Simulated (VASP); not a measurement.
Here is a VASP 6.6.1 calculation.

Contents of INCAR:

```
  PREC = Accurate
  ENCUT = 520
  EDIFF = 1E-6
  ISMEAR = -1
  SIGMA = 0.05
  LREAL = False
  LASPH = True
  NELM = 60
  ALGO = Fast
  ISIF = 2
  LWAVE = False
  LCHARG = False
  GGA = PE
  NBANDS = 16
```

Contents of KPOINTS:

```
Automatic mesh
0
Gamma
  7 7 7
```

Contents of POSCAR:

```
HgTe
1.0
    0.0000000000      3.2145000000      3.2145000000
    3.2145000000      0.0000000000      3.2145000000
    3.2145000000      3.2145000000      0.0000000000
Hg Te
1 1
Direct
    0.0000000000      0.0000000000      0.0000000000
    0.7500000000      0.7500000000      0.7500000000
```

Contents of KPOINTS_OPT:

```
path GXWKGLUWLK,UX
20
line-mode
reciprocal
 0.0000000000  0.0000000000  0.0000000000  G
 0.5000000000  0.0000000000  0.5000000000  X

 0.5000000000  0.0000000000  0.5000000000  X
 0.5000000000  0.2500000000  0.7500000000  W

 0.5000000000  0.2500000000  0.7500000000  W
 0.3750000000  0.3750000000  0.7500000000  K

 0.3750000000  0.3750000000  0.7500000000  K
 0.0000000000  0.0000000000  0.0000000000  G

 0.0000000000  0.0000000000  0.0000000000  G
 0.5000000000  0.5000000000  0.5000000000  L

 0.5000000000  0.5000000000  0.5000000000  L
 0.6250000000  0.2500000000  0.6250000000  U

 0.6250000000  0.2500000000  0.6250000000  U
 0.5000000000  0.2500000000  0.7500000000  W

 0.5000000000  0.2500000000  0.7500000000  W
 0.5000000000  0.5000000000  0.5000000000  L

 0.5000000000  0.5000000000  0.5000000000  L
 0.3750000000  0.3750000000  0.7500000000  K

 0.6250000000  0.2500000000  0.6250000000  U
 0.5000000000  0.0000000000  0.5000000000  X
```

Potentials or basis: VASP PAW PBE potentials, release 64 (Hg, Te).

Run with:

```sh
$ cat potpaw_PBE.64/Hg/POTCAR potpaw_PBE.64/Te/POTCAR > POTCAR
$ mpirun -np 1 vasp_std > vasp.out
```

**Question.** Predict the band gap along the path.

**Answer.** None (metal or under the smearing width).

**Question.** Estimate the pressure.

**Answer.** 4.6 GPa.

Levels at the corners of the path, in eV from the Fermi level:
```csv
point,band 7,band 8,band 9,band 10,band 11,band 12
Γ,-0.73,-0.04,-0.04,-0.04,4.16,4.16
X,-5.57,-2.39,-2.39,1.85,2.40,8.24
X,-5.57,-2.39,-2.39,1.85,2.40,8.24
W,-5.67,-2.79,-2.67,3.12,4.58,5.26
W,-5.67,-2.79,-2.67,3.12,4.58,5.26
K,-5.60,-3.04,-1.99,2.20,3.98,7.00
K,-5.60,-3.04,-1.99,2.20,3.98,7.00
Γ,-0.73,-0.04,-0.04,-0.04,4.16,4.16
Γ,-0.73,-0.04,-0.04,-0.04,4.16,4.16
L,-5.64,-1.06,-1.06,0.66,4.97,4.97
L,-5.64,-1.06,-1.06,0.66,4.97,4.97
U,-5.60,-3.04,-1.99,2.20,3.98,7.00
U,-5.60,-3.04,-1.99,2.20,3.98,7.00
W,-5.67,-2.79,-2.67,3.12,4.58,5.26
W,-5.67,-2.79,-2.67,3.12,4.58,5.26
L,-5.64,-1.06,-1.06,0.66,4.97,4.97
L,-5.64,-1.06,-1.06,0.66,4.97,4.97
K,-5.60,-3.04,-1.99,2.20,3.98,7.00
U,-5.60,-3.04,-1.99,2.20,3.98,7.00
X,-5.57,-2.39,-2.39,1.85,2.40,8.24
```

Caveat: spin-orbit coupling is left out, which moves the levels of the heavy elements.
